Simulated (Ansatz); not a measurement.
**Stress against strain in Te**

```xyz
3
Lattice="4.2341 -2.3712 0.0000 4.2341 2.3712 0.0000 -0.1305 0.0000 3.9573" Properties=species:S:1:pos:R:3 pbc="T T T"
Te    5.6364    0.0000    2.6712
Te    2.7013    0.0000    1.2861
Te    0.0000    0.0000    0.0000
```

Atoms are numbered in the order listed.

The cell comes from COD entry 1533530, which wasn't checked; take it as a given geometry.

No spin–orbit coupling, which matters for the heavy atoms here.

The calculation used DFT, PBE, all-electron LAPW, scalar-relativistic (Ansatz 0.2.0).

The runs use a Γ-centred 8×8×8 k mesh, Fermi–Dirac smearing of 0.05 eV, basis error target 1 meV/atom, no spin polarisation.

The strain is applied along the Cartesian axes of the cell as listed (the other components stay zero). Fractional coordinates are held (clamped ions).

σ is the change of stress from the unstrained cell, which is at 9.42 GPa; tension is positive, so slopes are stress–strain coefficients at that pressure. In a metal the k mesh adds noise.

Only quantities that a quadratic follows smoothly over the whole series are listed; rougher ones are left out.

```csv
εxx = εyy,σzz (GPa),σxx (GPa)
-0.0300,-4.51,-9.16
-0.0200,-2.88,-5.74
-0.0100,-1.37,-2.70
0.0000,0.00,0.00
0.0200,2.27,4.69
0.0300,3.21,6.72
```

Q: Fit the series and read off the stiffness at zero strain.

A: Least-squares fits y = p0 + p1 x + p2 x² to the rows give σzz (GPa): p1 = 129, p2 = -710; σxx (GPa): p1 = 263, p2 = -1400. So C13 + C23 = 129 GPa and C11 + C12 = 263 GPa, for these axes.

Q: One run, at εxx = εyy = 0.0100, is withheld. Predict its row.

A: The fits give 1.21, 2.53; the run gave 1.21, 2.45.
